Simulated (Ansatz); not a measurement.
**AgCl: a single-point run**

The task is a single-point run on AgCl. The structure is shown as the input types it.

Method: Kohn-Sham DFT, with the functional, basis and potentials that each input names (as first typed), in Ansatz 0.2.0.

### 1 The structure to begin with

The structure is cubic, space group Fm-3m (No. 225). The conventional cell has a = 5.546 Å, b = 5.546 Å, c = 5.546 Å, α = 90.00°, β = 90.00°, γ = 90.00°. Around Ag (site symmetry m-3m) lie 6 Cl at 2.77 Å. Around Cl (site symmetry m-3m) lie 6 Ag at 2.77 Å.

Structure file:

```
CELL_PARAMETERS angstrom
0.00000 2.77315 2.77315
2.77315 0.00000 2.77315
2.77315 2.77315 0.00000
ATOMIC_POSITIONS crystal
Ag 0.50000 0.50000 0.50000
Cl 0.00000 0.00000 0.00000
```

### 2 Running it

File input.yaml:

```yaml
crystal:
  lattice:
    - [0.0, 2.77315, 2.77315]
    - [2.77315, 0.0, 2.77315]
    - [2.77315, 2.77315, 0.0]
  atoms:
    - { symbol: Ag, position: [0.5, 0.5, 0.5] }
    - { symbol: Cl, position: [0.0, 0.0, 0.0] }
kpoints:
  mp_grid: { grid: [9, 9, 9] }
  band_path:
    path:
      - [0.0, 0.0, 0.0]
      - [0.5, 0.0, 0.5]
      - [0.625, 0.25, 0.625]
      - [0.375, 0.375, 0.75]
      - [0.0, 0.0, 0.0]
      - [0.5, 0.5, 0.5]
      - [0.5, 0.25, 0.75]
      - [0.5, 0.0, 0.5]
    npoints: 5
scf:
  occupations: { method: fermi_dirac, width: 0.01 }
  max_iter: 50
hamiltonian:
  xc: pbesol
  pseudopotentials: { kind: all_electron, lapw: { basis_error: 0.0005 } }
  hubbard: { sites: [{ species: Ag, l: d, u_eff: 40.0 }] }
output:
  forces: true
  stress: true
  eigenvalues: true
```

Started as:

```
$ ansatz run input.yaml --threads 1 --pin off --max-ram 2048MiB --backend cpu --events-out ev --progress --plain --runs-dir out
```

Q: Will this input give a usable result? If not, why, and what should change?

The run converged and reported no error. Convergence says nothing about whether the input makes sense.

Look at the input: hamiltonian.hubbard.sites is [{species: Ag, l: d, u_eff: 40.0}]. The U is far outside the few eV that correlated shells need; it reshapes the shell's occupations.

To check: delete hamiltonian.hubbard.sites.
